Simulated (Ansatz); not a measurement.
Consider ZnTe in the zinc blende structure (space group F-43m, No. 216; a = 6.179 Å).

The change: a hydrostatic pressure of 45 GPa.

Levels (all Ansatz, an electronic-structure program, PAW): PBE (420 eV, no SOC); PBE+SOC (420 eV, noncollinear with spin-orbit coupling).

The geometry is relaxed with PBE.

| Property | Result |
|---|---|
| PBE band gap | 1.19 eV |
| PBE smallest direct gap | 3.26 eV |
| PBE width of the top valence band | 4.81 eV |

### Question
Predict the band gap, smallest direct gap and width of the top valence band from PBE+SOC.

### Answer
The band gap decreases by 0.32 eV, from 1.19 eV to 0.87 eV; the smallest direct gap decreases by 0.31 eV to 2.95 eV; the width of the top valence band increases by 0.21 eV, from 4.81 eV to 5.02 eV. The threefold valence maximum splits by Δso ≈ 1.00 eV.

Single points use the geometry relaxed with PBE. Differences between runs with and without spin-orbit coupling are approximate. With Te present, leaving out spin-orbit coupling can change the band edges. Load acts through the strain it causes; cell and atoms are relaxed under it. No phonon test of stability was made. Measured, ZnTe leaves this structure (for cinnabar) near 9.5 GPa (temperature not stated; as listed in Datta, Sujoy, Jana, Debnarayan, arXiv (2020)), on rising pressure, with hysteresis.
